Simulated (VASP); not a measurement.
Si, 2 atoms in the cell. Symmetry: Fd-3m, No. 227, cubic system. The conventional cell has a = 5.509 Å, b = 5.509 Å, c = 5.509 Å, α = 90.00°, β = 90.00°, γ = 90.00°. Si (site symmetry -43m) is surrounded by 4 Si at 2.39 Å.  The cell isn't the ideal one: a relaxed cell with its volume scaled by 1.06.

* Program: VASP 6.6.1
* Task: relaxation of the atoms
* Functional: LDA
* Potentials or basis: VASP PAW LDA potentials, release 64 (Si)
* Cutoff: 600 eV
* k mesh: 10 × 10 × 10
* Occupations: gaussian, width 0.03 eV
* Spin: no spin polarisation
* Further INCAR settings: ALGO = Normal; EDIFF = 1e-07; IBRION = 2; EDIFFG = -0.01; NSW = 40

Potentials or basis: VASP PAW LDA potentials, release 64 (Si).

Launch:

```console
$ cat potpaw_LDA.64/Si/POTCAR > POTCAR
$ mpirun -np 1 vasp_std > vasp.out
```

Hardware: 1 thread of Intel(R) Xeon(R) 6975P-C (Granite Rapids), on a shared host.

**Question.** Estimate the wall time of this run.

**Answer.** Wall time 5.2 s on 1 thread of Intel(R) Xeon(R) 6975P-C (Granite Rapids), on a shared host, peak memory 0.15 GiB. Counts: scf iterations 11, k points 47, ion steps 1.
